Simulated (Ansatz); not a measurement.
# Sn3S: the cost of one run

Method: DFT PBE, scalar-relativistic, plane waves, PAW, in Ansatz 0.2.0.

**1. The system as given**

Symmetry: Pm-3n, No. 223, cubic system. Conventional cell: a = 5.882 Å, b = 5.882 Å, c = 5.882 Å, α = 90.00°, β = 90.00°, γ = 90.00°. Around Sn (site symmetry -4m2) lie 2 Sn at 2.94 Å and 4 S at 3.29 Å. S (site symmetry m-3) has 12 Sn at 3.29 Å as nearest neighbours.

Coordinates:

```
CELL_PARAMETERS angstrom
5.88245 0.00000 0.00000
0.00000 5.88245 0.00000
0.00000 0.00000 5.88245
ATOMIC_POSITIONS crystal
Sn 0.00000 0.50000 0.25000
Sn 0.00000 0.50000 0.75000
Sn 0.25000 0.00000 0.50000
Sn 0.75000 0.00000 0.50000
Sn 0.50000 0.75000 0.00000
Sn 0.50000 0.25000 0.00000
S 0.00000 0.00000 0.00000
S 0.50000 0.50000 0.50000
```

This is candidate A: A15 type (Pm-3n, No. 223).

(A quick probe on a coarse mesh, which set the mesh and smearing, is not shown.)

**3. The relaxation (candidate A)**

Contents of input.yaml:

```yaml
crystal:
  lattice:
    - [5.8824531997, 0.0, 0.0]
    - [0.0, 5.8824531997, 0.0]
    - [0.0, 0.0, 5.8824531997]
  atoms:
    - { symbol: Sn, position: [0.0, 0.5, 0.25] }
    - { symbol: Sn, position: [0.0, 0.5, 0.75] }
    - { symbol: Sn, position: [0.25, 0.0, 0.5] }
    - { symbol: Sn, position: [0.75, 0.0, 0.5] }
    - { symbol: Sn, position: [0.5, 0.75, 0.0] }
    - { symbol: Sn, position: [0.5, 0.25, 0.0] }
    - { symbol: S, position: [0.0, 0.0, 0.0] }
    - { symbol: S, position: [0.5, 0.5, 0.5] }
basis:
  ecutwfc: 420
kpoints:
  mp_grid: { grid: [6, 6, 6] }
hamiltonian:
  xc: pbe
scf:
  occupations: { method: gaussian, width: 0.1 }
output:
  forces: true
  stress: true
  eigenvalues: true
relax:
  adjacent_minimum: "off"
  f_tol: 0.01
  max_steps: 80
  cell: { stress_tol: 0.05 }
```

On the command line:

```sh
$ ansatz run input.yaml --threads 1 --pin off --max-ram 2560MiB --backend cpu --events-out ev --progress --plain --runs-dir out
```

What time and memory should one allow on 1 thread of Arm Neoverse V1, shared host?

About 74 s, with a peak of 0.51 GiB.
